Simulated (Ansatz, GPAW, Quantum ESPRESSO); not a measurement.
# TaN: 4 runs at one level of theory

```
Ta N
1.0
     0.00000    2.21132    2.21132
     2.21132    0.00000    2.21132
     2.21132    2.21132    0.00000
Ta N
1 1
Direct
  0.50000 0.50000 0.50000
  0.00000 0.00000 0.00000
```

The cell comes from a database or a generator and needn't be the stable form of this composition.

Alike in all runs: task band structure; functional PBEsol; k mesh 10 × 10 × 10; occupations fermi-dirac, width 0.05 eV; no spin polarisation; no spin-orbit coupling. Pressure is positive in compression and, in plane waves, holds the error of the finite cutoff, which Ansatz's Pulay term estimates and takes out.

```
                               program and potentials  plane-wave cutoff (eV)                                                                                   notes  pressure (GPa)
                                   Ansatz, Ansatz PAW                     420  potentials made for PBE, which Ansatz adapts in part; Pulay term of +0.50 GPa included          -10.75
    GPAW, PAW data sets generated for this functional                     800                                                                                       -          -11.09
Quantum ESPRESSO, PseudoDojo 0.4.1 SR PBEsol standard                    1143                                                                                       -          -11.15
       Ansatz, all-electron LAPW, scalar-relativistic                       -                                                                                       -          -10.66
```

The pressure spans -11.15 (Quantum ESPRESSO, PseudoDojo 0.4.1 SR PBEsol standard) to -10.66 GPa (Ansatz, all-electron LAPW, scalar-relativistic), with all-electron results at -10.66. The cell lies far from this level's equilibrium.

The functional is the same throughout but for its coding, so the spread measures potentials, basis and numerics; runs on potential files found faulty are left out.
